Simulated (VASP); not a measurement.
# Ta (P6_3/mmc) in VASP: further runs

Runs on Ta. Level: PBEsol. Tasks: single point, relaxation of cell and atoms.

All numbers are computed with VASP 6.6.1; they aren't measurements. Logs are shortened: lines on timing, memory, paths and dates and some standing lists are left out, and cuts for length are marked.

## Step 1: The crystal as given

The structure is hexagonal, space group P6_3/mmc (No. 194). The conventional cell has a = 3.233 Å, b = 3.233 Å, c = 8.806 Å, α = 90.00°, β = 90.00°, γ = 120.00°. Ta (site symmetry -6m2) has 3 Ta at 1.87 Å as nearest neighbours. Ta (site symmetry -6m2) is surrounded by 3 Ta at 1.87 Å.

The cell was built by a generator and needn't be a form met in nature.

## Step 2: Single point, PBEsol

The input, INCAR:

```
SYSTEM = Ta
ALGO = Normal
EDIFF = 1E-6
ENCUT = 520
GGA = PS
ISIF = 2
ISMEAR = 0
LASPH = .TRUE.
LCHARG = .TRUE.
LELF = .TRUE.
LREAL = .FALSE.
LVHAR = .TRUE.
LWAVE = .FALSE.
NBANDS = 30
NELM = 100
PREC = Accurate
SIGMA = 0.1
```

The input, KPOINTS:

```
k-points
0
G
  6 6 2
  0 0 0
```

The input, POSCAR:

```
Ta
1.0
    3.2332056251      0.0000000000      0.0000000000
   -1.6166028125      2.8000382069      0.0000000000
    0.0000000000      0.0000000000      8.8058852390
Ta
4
Direct
    0.0000000000      0.0000000000      0.2500000000
    0.0000000000      0.0000000000      0.7500000000
    0.3333333333      0.6666666667      0.7500000000
    0.6666666667      0.3333333333      0.2500000000
```

Potentials or basis: VASP PAW PBE potentials, release 64 (Ta_pv).

The run is started by

```sh
$ cat potpaw_PBE.64/Ta_pv/POTCAR > POTCAR
$ mpirun -np 1 vasp_std > vasp.out
```

OUTCAR:

```text
SYSTEM = Ta
   EDIFF = 1E-6
   ENCUT = 520
   GGA = PS
   ISIF = 2
   ISMEAR = 0
   LASPH = .TRUE.
   LREAL = .FALSE.
   NELM = 100
   PREC = Accurate

 ion  position               nearest neighbor table
   1  0.000  0.000  0.250-   4 1.87   4 1.87   4 1.87
   2  0.000  0.000  0.750-   3 1.87   3 1.87   3 1.87
   3  0.333  0.667  0.750-   2 1.87   2 1.87   2 1.87
   4  0.667  0.333  0.250-   1 1.87   1 1.87   1 1.87

  LATTYP: Found a hexagonal cell.
 ALAT       =     3.2332056251
 C/A-ratio  =     2.7235772357

  Lattice vectors:

 A1 = (   3.2332056251,   0.0000000000,   0.0000000000)
 A2 = (  -1.6166028125,   2.8000382069,   0.0000000000)
 A3 = (   0.0000000000,   0.0000000000,   8.8058852390)

Analysis of symmetry for initial positions (statically):
=====================================================================
 Subroutine PRICEL returns:
 Original cell was already a primitive cell.

 Routine SETGRP: Setting up the symmetry group for a
 hexagonal supercell.

 Subroutine GETGRP returns: Found 24 space group operations
 (whereof 12 operations were pure point group operations)
 out of a pool of 24 trial point group operations.

The static configuration has the point symmetry D_3d.
 The point group associated with its full space group is D_6h.

Analysis of symmetry for dynamics (positions and initial velocities):
=====================================================================
 Subroutine PRICEL returns:
 Original cell was already a primitive cell.

 Routine SETGRP: Setting up the symmetry group for a
 hexagonal supercell.

 Subroutine GETGRP returns: Found 24 space group operations
 (whereof 12 operations were pure point group operations)
 out of a pool of 24 trial point group operations.

The dynamic configuration has the point symmetry D_3d.
 The point group associated with its full space group is D_6h.

 Subroutine INISYM returns: Found 24 space group operations
 (whereof 12 operations are pure point group operations),
 and found     1 'primitive' translations

----------------------------------------------------------------------------------------

                                     Primitive cell

  volume of cell :      79.7206

  direct lattice vectors                    reciprocal lattice vectors
     3.233205625  0.000000000  0.000000000     0.309290567  0.178568992  0.000000000
    -1.616602813  2.800038207  0.000000000     0.000000000  0.357137984  0.000000000
     0.000000000  0.000000000  8.805885239     0.000000000  0.000000000  0.113560417

  length of vectors
     3.233205625  3.233205625  8.805885239     0.357137984  0.357137984  0.113560417

  position of ions in fractional coordinates (direct lattice)
     0.000000000  0.000000000  0.250000000
     0.000000000  0.000000000  0.750000000
     0.333333333  0.666666667  0.750000000
     0.666666667  0.333333333  0.250000000

  ion indices of the primitive-cell ions
   primitive index   ion index
                 1           1
                 2           2
                 3           3
                 4           4

----------------------------------------------------------------------------------------

 KPOINTS: k-points

Automatic generation of k-mesh.
 Grid dimensions read from file:
 generate k-points for:    6    6    2

 Generating k-lattice:

  Cartesian coordinates                     Fractional coordinates (reciprocal lattice)
     0.051548428  0.029761499  0.000000000     0.166666667 -0.000000000  0.000000000
     0.000000000  0.059522997  0.000000000     0.000000000  0.166666667  0.000000000
     0.000000000  0.000000000  0.056780209     0.000000000  0.000000000  0.500000000

  Length of vectors
     0.059522997  0.059522997  0.056780209

  Shift w.r.t. Gamma in fractional coordinates (k-lattice)
     0.000000000  0.000000000  0.000000000

 Subroutine IBZKPT returns following result:
 ===========================================

 Found     14 irreducible k-points:

 Following reciprocal coordinates:
            Coordinates               Weight
  0.000000  0.000000  0.000000      1.000000
  0.166667  0.000000  0.000000      6.000000
  0.333333  0.000000  0.000000      6.000000
  0.500000  0.000000  0.000000      3.000000
  0.166667  0.166667  0.000000      6.000000
  0.333333  0.166667  0.000000     12.000000
  0.333333  0.333333  0.000000      2.000000
  0.000000  0.000000  0.500000      1.000000
  0.166667  0.000000  0.500000      6.000000
  0.333333  0.000000  0.500000      6.000000
  0.500000  0.000000  0.500000      3.000000
  0.166667  0.166667  0.500000      6.000000
  0.333333  0.166667  0.500000     12.000000
  0.333333  0.333333  0.500000      2.000000
   k-points           NKPTS =     14   k-points in BZ     NKDIM =     14   number of bands    NBANDS=     30
   number of dos      NEDOS =    301   number of ions     NIONS =      4
   total plane-waves  NPLWV =  40320
   dimension x,y,z NGX =    24 NGY =   24 NGZ =   70
   dimension x,y,z NGXF=    48 NGYF=   48 NGZF=  140
   ions per type =               4
   NGX,Y,Z   is equivalent  to a cutoff of  12.34, 12.34, 13.22 a.u.
   NGXF,Y,Z  is equivalent  to a cutoff of  24.68, 24.68, 26.43 a.u.
 SYSTEM =  Ta
   PREC   = accura    normal or accurate (medium, high low for compatibility)
   ISTART =      0    job   : 0-new  1-cont  2-samecut
   ICHARG =      2    charge: 1-file 2-atom 10-const
   ISPIN  =      1    spin polarized calculation?
   LNONCOLLINEAR =      F non collinear calculations
   LSORBIT =      F    spin-orbit coupling
   LASPH  =      T    aspherical Exc in radial PAW
   ENCUT  =  520.0 eV  38.22 Ry    6.18 a.u.   6.01  6.01 16.37*2*pi/ulx,y,z
   NELM   =    100;   NELMIN=  2; NELMDL= -5     # of ELM steps
   EDIFF  = 0.1E-05   stopping-criterion for ELM
   LREAL  =      F    real-space projection
   EDIFFG = 0.1E-04   stopping-criterion for IOM
   NSW    =      0    number of steps for IOM
   IBRION =     -1    ionic relax: 0-MD 1-quasi-New 2-CG
   NFREE  =      0    steps in history (QN), initial steepest desc. (CG)
   ISIF   =      2    stress and relaxation
   ISYM   =      2    0-nonsym 1-usesym 2-fastsym
   POTIM  = 0.5000    time-step for ionic-motion
   TEBEG  =    0.0;   TEEND  =   0.0 temperature during run
   PSTRESS=    0.0 pullay stress
   NELECT =      44.0000    total number of electrons
   NUPDOWN=      -1.0000    fix difference up-down
   EMIN   =  10.00;   EMAX   =-10.00  energy-range for DOS
   EFERMI =   0.00;   METHOD = LEGACY
   ISMEAR =     0;   SIGMA  =   0.10  broadening in eV -4-tet -1-fermi 0-gaus
   EFERMI_NEDOS =   21; number of points for ismear=-14 and -15
   IALGO  =     38    algorithm
   IMIX   =      4    mixing-type and parameters
     AMIX     =   0.40;   BMIX     =  1.00
     AMIX_MAG =   1.60;   BMIX_MAG =  1.00
  volume/ion in A,a.u.               =      19.93       134.50
  Fermi-wavevector in a.u.,A,eV,Ry     =   1.342875  2.537666 24.535570  1.803314
  Thomas-Fermi vector in A             =   2.470994
   LORBIT       =      0    0 simple, 1 ext, 2 COOP (PROOUT), +10 PAW based schemes
   GGA     = PS    functional components
   LHFCALC =     F    Hartree Fock is set to
   AEXX    =    0.0000 exact exchange contribution
   IVDW    =     0    specifies the selected vdW correction
   LEPSILON=     F    determine dielectric tensor
   LRPA    =     F    only Hartree local field effects (RPA)
 non-spin polarized calculation
 Gauss-broadening in eV      SIGMA  =   0.10
  energy-cutoff  :      520.00
  volume of cell :       79.72
 maximum number of plane-waves:      2184
   NGX = 13   NGY = 13   NGZ = 33

 number of electron      44.0000005 magnetization

 Free energy of the ion-electron system (eV)
  ---------------------------------------------------
  ext. energy  EPLUGINS =         0.00000000
  ---------------------------------------------------
  free energy    TOTEN  =        -3.73672234 eV

  energy without entropy =       -3.72198136  energy(sigma->0) =       -3.72935185

 E-fermi :   3.4278     XC(G=0): -11.0333

 val. band max:        3.2514028172   @ k =   0.1667   0.1667   0.0000
 cond. band min:       3.4375068006   @ k =   0.3333   0.1667   0.0000
 fundamental gap:      0.1861039833
 Fermi energy:         3.4277513910

 k-point     1 :       0.0000    0.0000    0.0000
  band No.  band energies     occupation
      1     -36.1579      2.00000
      2     -36.1579      2.00000
      3     -36.1578      2.00000
      4     -36.1578      2.00000
      5     -31.8534      2.00000
      6     -31.8452      2.00000
[... 22 lines left out ...]
     29       9.7315      0.00000
     30       9.7315      0.00000

 k-point     2 :       0.1667    0.0000    0.0000
  band No.  band energies     occupation
      1     -36.3770      2.00000
      2     -36.3768      2.00000
      3     -35.6605      2.00000
      4     -35.6603      2.00000
      5     -31.6379      2.00000
      6     -31.6302      2.00000
[... 22 lines left out ...]
     29      10.6151      0.00000
     30      10.8773      0.00000

 k-point     3 :       0.3333    0.0000    0.0000
  band No.  band energies     occupation
      1     -36.7655      2.00000
      2     -36.7653      2.00000
      3     -34.5709      2.00000
      4     -34.5706      2.00000
      5     -31.0626      2.00000
      6     -31.0565      2.00000
[... 22 lines left out ...]
     29      10.8190      0.00000
     30      11.6046      0.00000

 k-point     4 :       0.5000    0.0000    0.0000
  band No.  band energies     occupation
      1     -36.9403      2.00000
      2     -36.9400      2.00000
      3     -33.9605      2.00000
      4     -33.9603      2.00000
      5     -30.5773      2.00000
      6     -30.5740      2.00000
[... 286 lines left out ...]
     29      10.4387      0.00000
     30      10.4387      0.00000

 k-point    13 :       0.3333    0.1667    0.5000
  band No.  band energies     occupation
      1     -37.1754      2.00000
      2     -37.1754      2.00000
      3     -33.2929      2.00000
      4     -33.2929      2.00000
      5     -30.5791      2.00000
      6     -30.5791      2.00000
[... 22 lines left out ...]
     29       9.3697      0.00000
     30       9.3697      0.00000

 k-point    14 :       0.3333    0.3333    0.5000
  band No.  band energies     occupation
      1     -37.4443      2.00000
      2     -37.4443      2.00000
      3     -31.1168      2.00000
      4     -31.1168      2.00000
      5     -31.1051      2.00000
      6     -31.1051      2.00000
[... 22 lines left out ...]
     29       9.0631      0.00000
     30       9.0631      0.00000

------------------------ aborting loop because EDIFF is reached ----------------------------------------

  FORCE on cell =-STRESS in cart. coord.  units (eV):
  Direction    XX          YY          ZZ          XY          YZ          ZX
  --------------------------------------------------------------------------------------
  -------------------------------------------------------------------------------------
  Total      142.7963008    142.7963008     -3.9036576      0.0000000      0.0000000     -0.0000000
  in kB     2869.8370290   2869.8370288    -78.4534406      0.0000001      0.0000000     -0.0000000
  external PRESSURE =    1887.0735391 kB  Pullay stress =       0.0000000 kB

 VOLUME and BASIS-vectors are now :
 -----------------------------------------------------------------------------
  energy-cutoff  :      520.00
  volume of cell :       79.72
      direct lattice vectors                 reciprocal lattice vectors
     3.233205625  0.000000000  0.000000000     0.309290567  0.178568992  0.000000000
    -1.616602813  2.800038207  0.000000000     0.000000000  0.357137984  0.000000000
     0.000000000  0.000000000  8.805885239     0.000000000  0.000000000  0.113560417

 POSITION                                       TOTAL-FORCE (eV/Angst)
 -----------------------------------------------------------------------------------
      0.00000      0.00000      2.20147         0.000000     -0.000000     -0.000000
      0.00000      0.00000      6.60441        -0.000000      0.000000     -0.000000
     -0.00000      1.86669      6.60441        -0.000000      0.000000     -0.000000
      1.61660      0.93335      2.20147         0.000000     -0.000000      0.000000
 -----------------------------------------------------------------------------------
    total drift:                                0.000000     -0.000000      0.000000

  FREE ENERGIE OF THE ION-ELECTRON SYSTEM (eV)
  ---------------------------------------------------
  free  energy   TOTEN  =        -3.7367223353 eV

  energy  without entropy=       -3.7219813567  energy(sigma->0) =       -3.72935185
```

Wall time 12 s (1 thread of Intel Xeon 6975P-C (Granite Rapids), shared host); peak memory 0.19 GiB.

Results:

| Item | Value |
| --- | --- |
| Free energy | -3.7367 eV |
| Pressure | 188.7 GPa |
| Band gap on the k mesh | none (metal or under the smearing width) |

Stress tensor (GPa, compression positive):
```
286.98   0.00   0.00
  0.00 286.98   0.00
  0.00   0.00  -7.85
```

Caveat: the k mesh is coarse (spacing up to 0.37 Å⁻¹), so the values aren't converged; a pressure of tens of GPa on the cell as given is suspect, and the run, the potentials or the cell itself is likely at fault; the PAW data sets were made with another functional, which shifts forces and pressure a little.

## Step 3: Single point, PBEsol

This run uses another cell than the first one: it holds 1 atom, not 4.

The input, INCAR:

```
SYSTEM = Ta
PREC = Accurate ; ENCUT = 520
EDIFF = 1E-6 ; ISMEAR = 0
SIGMA = 0.1 ; LREAL = .FALSE.
LASPH = .TRUE. ; NELM = 100
ALGO = Fast ; ISIF = 2
LWAVE = .FALSE. ; LCHARG = .FALSE.
GGA = PS ; NBANDS = 12
```

The input, KPOINTS:

```
Automatic mesh
0
G
  24 24 20
  0 0 0
```

The input, POSCAR:

```
Ta
1.0
    2.8508365654      0.0000000000      0.0000000000
   -1.4254182827      2.4688968877      0.0000000000
    0.0000000000      0.0000000000      2.7067700757
Ta
1
Direct
    0.0000000000      0.0000000000      0.0000000000
```

Potentials or basis: VASP PAW PBE potentials, release 64 (Ta_pv).

The run is started by

```sh
$ cat potpaw_PBE.64/Ta_pv/POTCAR > POTCAR
$ mpirun -np 1 vasp_std > vasp.out
```

Run time: 34 s. Hardware: 1 thread of Intel Xeon 6975P-C (Granite Rapids), shared host; peak memory 0.25 GiB.

The run converged. Its results:

```
Free energy            : -11.8311 eV
Pressure               : 0.2 GPa
Band gap on the k mesh : none (metal or under the smearing width)
```

Stress tensor (GPa, compression positive):
```
0.15 0.00 0.00
0.00 0.15 0.00
0.00 0.00 0.22
```

Levels at points of the mesh, in eV from the Fermi level:
| k point | band 2 | band 3 | band 4 | band 5 | band 6 | band 7 | band 8 | band 9 |
| --- | --- | --- | --- | --- | --- | --- | --- | --- |
| (0.00, 0.00, 0.00) | -33.58 | -33.58 | -8.05 | -3.11 | 0.43 | 0.43 | 6.22 | 6.22 |
| (0.50, 0.00, 0.00) | -33.87 | -33.45 | -4.64 | -2.25 | 0.58 | 2.23 | 5.35 | 6.69 |
| (0.00, 0.00, 0.50) | -33.47 | -33.47 | -4.55 | -0.49 | 1.31 | 1.31 | 2.56 | 2.56 |
| (0.50, 0.00, 0.50) | -34.61 | -33.74 | -4.38 | -2.77 | 1.04 | 5.58 | 6.17 | 7.09 |

Caveat: the PAW data sets were made with another functional, which shifts forces and pressure a little. The run has no spin-orbit coupling, so splittings on Ta are missing.

## Step 4: Relaxation of cell and atoms, PBEsol

This run uses another cell than the first one: it holds 1 atom, not 4.

The input, INCAR:

```
SYSTEM = Ta
PREC     = Accurate       ! precision mode
ENCUT    = 600            ! plane-wave cutoff, eV
EDIFF    = 1E-6           ! SCF threshold, eV
ISMEAR   = 0              ! smearing method
SIGMA    = 0.1            ! smearing width, eV
LREAL    = .FALSE.        ! projectors in reciprocal space
LASPH    = .TRUE.         ! aspherical terms in the spheres
NELM     = 100            ! most SCF steps
ALGO     = Fast           ! electronic algorithm
ISIF     = 3              ! what is computed and relaxed
LWAVE    = .FALSE.        ! write WAVECAR
LCHARG   = .FALSE.        ! write CHGCAR
GGA      = PS             ! functional
IBRION   = 2              ! ionic algorithm
NSW      = 100            ! ionic steps
EDIFFG   = -0.01          ! ionic threshold
```

KPOINTS is that of step 3.

The input, POSCAR:

```
Ta
1.0
    2.8529996593      0.0000000000      0.0000000000
   -1.4264998297      2.4707701820      0.0000000000
    0.0000000000      0.0000000000      2.6657715567
Ta
1
Direct
    0.0000000000      0.0000000000      0.0000000000
```

The run is started by

```sh
$ cat potpaw_PBE.64/Ta_pv/POTCAR > POTCAR
$ mpirun -np 1 vasp_std > vasp.out
```

Run time: 3.2 min. Hardware: 1 thread of Intel Xeon 6975P-C (Granite Rapids), shared host; peak memory 0.31 GiB.

It converged, with:

```
Free energy                            : -11.8312 eV
Relaxed volume                         : 19.07 Å³/atom
Relaxed cell                           : a = 2.852 Å, b = 2.852 Å, c = 2.708 Å, α = 90.00°, β = 90.00°, γ = 120.00°
Space group after relaxing (to 0.05 Å) : P6/mmm (No. 191)
Energy gained by relaxing              : 6.7 meV/atom
Ionic steps                            : 13
Pressure after relaxing                : 0.0 GPa
Band gap on the k mesh                 : none (metal or under the smearing width)
```

The path:
```tsv
step	energy change (eV)	largest force (eV/Å)	pressure (GPa)	volume (Å³)
1	0.0000	0.0000	2.73	18.79
2	0.0109	0.0000	-4.92	19.67
3	-0.0066	0.0000	-0.40	19.12
4	-0.0066	0.0000	-0.39	19.11
5	-0.0066	0.0000	-0.33	19.11
6	-0.0066	0.0000	0.58	19.01
7	-0.0067	0.0000	0.03	19.07
8	-0.0067	0.0000	0.03	19.07
9	-0.0067	0.0000	0.32	19.04
10	-0.0067	0.0000	0.12	19.07
11	-0.0067	0.0000	-0.12	19.10
12	-0.0067	0.0000	-0.10	19.08
13	-0.0067	0.0000	-0.02	19.07
```

Final structure:
```
Ta
1.0
     2.85185    0.00000    0.00000
    -1.42593    2.46978    0.00000
     0.00000    0.00000    2.70794
Ta
1
Direct
  0.00000 0.00000 0.00000
```

Levels at points of the mesh, in eV from the Fermi level:
```tsv
k point	band 3	band 4	band 5	band 6	band 7	band 8
(0.00, 0.00, 0.00)	-33.59	-8.04	-3.10	0.44	0.44	6.21
(0.50, 0.00, 0.00)	-33.45	-4.64	-2.25	0.57	2.23	5.34
(0.00, 0.00, 0.50)	-33.47	-4.55	-0.49	1.31	1.31	2.56
(0.50, 0.00, 0.50)	-33.74	-4.37	-2.77	1.04	5.58	6.16
```

Caveat: the PAW data sets were made with another functional, which shifts forces and pressure a little.

## Step 5: Overview

```tsv
task	cell	k mesh	cutoff (eV)	mesh quality	gap on the mesh (eV)	pressure (GPa)
single point	P6_3/mmc, 19.93 Å³/atom	6 × 6 × 2	520	coarse	none	188.7
single point	P6/mmm, 19.05 Å³/atom	24 × 24 × 20	520	not flagged	none	0.2
relaxation of cell and atoms	relaxed	24 × 24 × 20	600	not flagged	none	0.0
```

Alike in all rows: level PBEsol; potentials or basis VASP PAW PBE potentials, release 64 (Ta_pv); no spin polarisation; smearing gaussian 0.1 eV.

Caveats: some runs use coarse meshes; the PAW data sets were made with another functional, which shifts forces and pressure a little; a pressure of tens of GPa on the cell as given is suspect, and the run, the potentials or the cell itself is likely at fault (some runs).

Total energies depend on the potentials used, so only differences within one code and one set of settings carry meaning.
